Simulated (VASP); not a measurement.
HfO2: single point with PBE

Crystal: HfO2.

```xyz
3
Lattice="0.0000 2.5575 2.5575 2.5575 0.0000 2.5575 2.5575 2.5575 0.0000" Properties=species:S:1:pos:R:3 pbc="T T T"
Hf    0.0000    0.0000    0.0000
O     3.8363    3.8363    3.8363
O     1.2788    1.2788    1.2788
```

Measurements of this composition are mostly on another form, of space group No. 14.

* Program: VASP 6.6.1
* Task: single point
* Functional: PBE
* Potentials or basis: VASP PAW PBE potentials, release 64 (Hf_pv, O)
* Cutoff: 520 eV
* k mesh: 3 × 3 × 3
* Occupations: gaussian, width 0.02 eV
* Spin: no spin polarisation
* Further INCAR settings: ALGO = Normal; EDIFF = 1e-06; NBANDS = 18

```json
{
 "Pressure": "-6.0 GPa",
 "Band gap on the k mesh": "4.40 eV, direct"
}
```

Levels at points of the mesh, in eV from the valence-band top:
| k point | band 9 | band 10 | band 11 | band 12 | band 13 | band 14 |
| --- | --- | --- | --- | --- | --- | --- |
| (0.00, 0.00, 0.00) | 0.00 | 0.00 | 0.00 | 4.40 | 4.40 | 6.22 |

Run time: 3.8 s on 1 thread of Intel(R) Xeon(R) Platinum 8488C (Sapphire Rapids), on a shared host, peak memory 0.15 GiB.

Caveat: the k mesh is coarse (spacing up to 0.71 Å⁻¹), so the values aren't converged; spin-orbit coupling is left out, which moves the levels of the heavy elements; an odd mesh through Γ misses points on the zone boundary, where band edges often lie.
